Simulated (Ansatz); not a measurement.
# Electric field gradients in ZrSe2

```
CELL_PARAMETERS angstrom
3.79719 0.00000 0.00000
-1.89859 3.28846 0.00000
0.00000 0.00000 6.79277
ATOMIC_POSITIONS crystal
Zr 0.00000 0.00000 0.00000
Se 0.33333 0.66667 0.23319
Se 0.66667 0.33333 0.76681
```

Atoms are numbered in the order listed.

The cell was built from the CdI2 type and relaxed in the same program, and has space group P-3m1; it needn't be a known or the stable phase.

Methods: DFT, PBE, all-electron PAW with datasets made for the crystal, scalar-relativistic (Ansatz 0.2.0); DFT, PBE, PAW with Ansatz's default frozen-core files, scalar-relativistic (Ansatz 0.2.0).

For the crystal-made all-electron datasets (AE datasets): a Γ-centred 11×11×6 k mesh, Fermi–Dirac smearing of 0.08 eV, cutoff 320 eV (chosen by the program for this cell), no spin polarisation. PAW takes a cutoff of 420 eV at this cell. The Ansatz runs share mesh, smearing and spin set-up.

No spin–orbit coupling: at heavy atoms the gradients can be off by tens of per cent for that reason.

Vzz is the principal value of largest size of the traceless field-gradient tensor, in 10²¹ V/m², and η = (Vxx − Vyy)/Vzz with |Vzz| ≥ |Vyy| ≥ |Vxx|.

(1) Give the field gradient at each independent site.

## Answers

(1) 
```tsv
site	site symmetry	Vzz (η), AE datasets	Vzz (η), PAW
Zr1	-3m.	-2.57 (η = 0.00)	-2.59 (η = 0.00)
Se2	3m.	-0.67 (η = 0.00)	-0.64 (η = 0.00)
```
